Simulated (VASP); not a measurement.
Set up this calculation in VASP 6.6.1, as the native input.

```yaml
Task: band structure
Functional: LDA
Potentials_or_basis: VASP PAW LDA potentials, release 64 (Zn, Se)
Cutoff: 350 eV
k_mesh: 6 × 6 × 6
Occupations: gaussian, width 0.02 eV
Spin: no spin polarisation
Further_INCAR_settings: ALGO = Fast; EDIFF = 1e-07
```

The structure of ZnSe lies in POSCAR:

```
ZnSe                                    
1.0
   -0.0000000000      2.7858927627      2.7858927627
    2.7858927627      0.0000000000      2.7858927627
    2.7858927627      2.7858927627      0.0000000000
  Zn              Se            
     1     1
Direct
     0.0000000000000000    0.0000000000000000    0.0000000000000000
     0.2500000000000000    0.2500000000000000    0.2500000000000000
```

The input as run:

INCAR

```
  ALGO = Fast
  EDIFF = 1E-7
  ENCUT = 350
  GGA = CA
  ISIF = 2
  ISMEAR = 0
  LASPH = True
  LCHARG = False
  LREAL = False
  LWAVE = False
  NELM = 60
  PREC = Accurate
  SIGMA = 0.02
```

KPOINTS

```
k-points
0
Gamma
  6 6 6
```

KPOINTS_OPT

```
path GXWKGLUWLK,UX
20
line-mode
reciprocal
 0.0000000000  0.0000000000  0.0000000000  G
 0.5000000000  0.0000000000  0.5000000000  X

 0.5000000000  0.0000000000  0.5000000000  X
 0.5000000000  0.2500000000  0.7500000000  W

 0.5000000000  0.2500000000  0.7500000000  W
 0.3750000000  0.3750000000  0.7500000000  K

 0.3750000000  0.3750000000  0.7500000000  K
 0.0000000000  0.0000000000  0.0000000000  G

 0.0000000000  0.0000000000  0.0000000000  G
 0.5000000000  0.5000000000  0.5000000000  L

 0.5000000000  0.5000000000  0.5000000000  L
 0.6250000000  0.2500000000  0.6250000000  U

 0.6250000000  0.2500000000  0.6250000000  U
 0.5000000000  0.2500000000  0.7500000000  W

 0.5000000000  0.2500000000  0.7500000000  W
 0.5000000000  0.5000000000  0.5000000000  L

 0.5000000000  0.5000000000  0.5000000000  L
 0.3750000000  0.3750000000  0.7500000000  K

 0.6250000000  0.2500000000  0.6250000000  U
 0.5000000000  0.0000000000  0.5000000000  X
```

Potentials or basis: VASP PAW LDA potentials, release 64 (Zn, Se).

Launch:

```bash
$ cat potpaw_LDA.64/Zn/POTCAR potpaw_LDA.64/Se/POTCAR > POTCAR
$ mpirun -np 1 vasp_std > vasp.out
```

It gave:

The pressure is 0.0 GPa, the band gap on the k mesh is 1.27 eV, direct and the band gap along the path is 1.27 eV, direct.

Wall time 18 s on 1 thread of Intel(R) Xeon(R) Platinum 8259CL CPU @ 2.50GHz (Skylake/Cascade Lake), on a shared host, peak memory 0.14 GiB.
